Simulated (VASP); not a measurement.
# NiO: atomic charges with PBE

The system is NiO.

```
Ni O
1.0
     0.00000    2.08590    2.08590
     2.08590    0.00000    2.08590
     2.08590    2.08590    0.00000
Ni O
1 1
Direct
  0.00000 0.00000 0.00000
  0.50000 0.50000 0.50000
```

```yaml
Program: VASP 6.6.1
Task: atomic charges
Functional: PBE
Potentials_or_basis: VASP PAW PBE potentials, release 64 (Ni, O)
Cutoff: 520 eV
k_mesh: 11 × 11 × 11
Occupations: gaussian, width 0.02 eV
Spin: collinear spin, ferromagnetic start
Starting_moments: "[1.0, 0.0] μB"
Further_INCAR_settings: ALGO = Normal; EDIFF = 1e-06
```

The pressure is 6.1 GPa, the band gap on the k mesh is none (metal or under the smearing width) and the net moment is 1.77 μB per cell. The site moments are Ni +1.46; O +0.27 μB and the valence electrons inside the program's atomic spheres are Ni 8.99; O 4.98.

Levels at points of the mesh, in eV from the Fermi level:
Spin up:
| k point | band 6 | band 7 | band 8 | band 9 | band 10 | band 11 | band 12 | band 13 |
| --- | --- | --- | --- | --- | --- | --- | --- | --- |
| (0.00, 0.00, 0.00) | -2.97 | -2.65 | -2.65 | -2.65 | 1.59 | 17.90 | 18.98 | 18.98 |
Spin down:
| k point | band 5 | band 6 | band 7 | band 8 | band 9 | band 10 |
| --- | --- | --- | --- | --- | --- | --- |
| (0.00, 0.00, 0.00) | -1.83 | -1.83 | -1.83 | -0.58 | -0.58 | 1.94 |

Wall time 32 s on 1 thread of Intel(R) Xeon(R) Platinum 8259CL CPU @ 2.50GHz (Skylake/Cascade Lake) (shared host), peak memory 0.16 GiB.

The gap isn't set beside the measured one, since this odd mesh misses points on the zone boundary.

Caveat: a cell with one magnetic atom can't hold antiferromagnetic order, which such compounds often take; semilocal functionals often make such compounds metallic where correlation or magnetic order opens a gap, which also shifts bond lengths.
